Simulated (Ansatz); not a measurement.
## Elastic constants of Cu at 18 GPa (stress–strain coefficients): input and output

Theory: DFT PBE, scalar-relativistic, plane waves, PAW in Ansatz.

Launched with:
```bash
ansatz run input.yaml --threads 1 --pin off --max-ram 3072MiB --backend cpu --events-out ev --progress --plain --runs-dir out
```

Input (bare energies are in eV):
```yaml
crystal:
  lattice:
    - [0.0, 1.755881289, 1.755881289]
    - [1.755881289, 0.0, 1.755881289]
    - [1.755881289, 1.755881289, 0.0]
  atoms:
    - { symbol: Cu, position: [0.0, 0.0, 0.0] }
basis:
  ecutwfc: 420
kpoints:
  mp_grid: { grid: [20, 20, 20] }
hamiltonian:
  xc: pbe
scf:
  occupations: { method: fermi_dirac, width: 0.15 }
output:
  forces: true
  stress: true
  eigenvalues: true
elastic:
  mode: relaxed_ion
  amplitude: 0.005
```

From the output:
```
--- Elastic constants: 2 strain directions × 4 members + reference (group order 48) ---
  dense FFT box of the reference and of every strained cell: 18×18×18
  strains applied: 11, 23; error gains: componentwise 1.00 (the most a stress slope's error grows in a printed constant), spectral 1.73 (1 for all six strains in a standard setting)
  C = ∂σ_k/∂η_j (tension-positive GPa; Voigt order 11 22 33 23 13 12):
       273.594    201.589    201.589     -0.000      0.000      0.000
       201.589    273.594    201.589     -0.000     -0.000     -0.000
       201.589    201.589    273.594     -0.000     -0.000     -0.000
         0.000     -0.000     -0.000    119.319     -0.000      0.000
        -0.000      0.000     -0.000      0.000    119.319     -0.000
        -0.000      0.000     -0.000     -0.000     -0.000    119.319
  reference stress σ⁰ (GPa):    -18.001    -18.001    -18.001     -0.000     -0.000     -0.000
  C* (energy form; C + prestress term) asymmetry max|C*_kj − C*_jk| = 1.137e-13 GPa — a small one proves nothing (zero by symmetry where the batch's group is 432, −43m or m−3m); a large one is finite-difference/SCF noise where every solve ...
  moduli (Voigt/Reuss/Hill, GPa): K = 225.59/225.59/225.59   G = 85.99/61.96/73.98   E = 200.06   ν = 0.352
  mechanically stable: yes (min eigenvalue of sym C = 72.01 GPa)
  strain η (Voigt 11):  stress-route row diagonal C_11 = 273.59 GPa, energy-path curvature d²(F+E_count+ΔE)/dδ²/Ω₀ = 273.72 GPa
    cells at ±δ against ±2δ: C11 273.65 and 273.81 GPa, apart by 0.06 % of the column's largest entry
         δ    σ_11 (GPa) F (eV) n_scf n_hpsi n_pw
    -1.000e-2     -20.8000       -6625.1152112       7  164056    222   relax 0 steps, max|allowed force component| 0.00e0 eV/Å
    -5.000e-3     -19.3838       -6625.1220009       5  145962    222   relax 0 steps, max|allowed force component| 0.00e0 eV/Å
     5.000e-3     -16.6473       -6625.1341685       4  132685    222   relax 0 steps, max|allowed force component| 0.00e0 eV/Å
     1.000e-2     -15.3237       -6625.1395679       6  137276    222   relax 0 steps, max|allowed force component| 0.00e0 eV/Å
  strain η (Voigt 23):  stress-route row diagonal C_44 = 119.32 GPa, energy-path curvature d²(F+E_count+ΔE)/dδ²/Ω₀ = 128.47 GPa
    cells at ±δ against ±2δ: C44 119.34 and 119.39 GPa, apart by 0.04 % of the column's largest entry
         δ    σ_23 (GPa) F (eV) n_scf n_hpsi n_pw
    -1.000e-2      -1.1939       -6625.1278809       7  293266    222   relax 0 steps, max|allowed force component| 0.00e0 eV/Å
    -5.000e-3      -0.5967       -6625.1282053       4  246020    222   relax 0 steps, max|allowed force component| 0.00e0 eV/Å
     5.000e-3       0.5967       -6625.1282053       4  239812    222   relax 0 steps, max|allowed force component| 0.00e0 eV/Å
     1.000e-2       1.1939       -6625.1278809       7  332633    222   relax 0 steps, max|allowed force component| 0.00e0 eV/Å
```

It took 59 s on 1 thread of AMD EPYC 7R13 Processor (Zen 3) (shared host), peak memory 0.53 GiB.

In a metal, frequencies and elastic constants depend on the k mesh and the smearing, soft modes and shear constants most.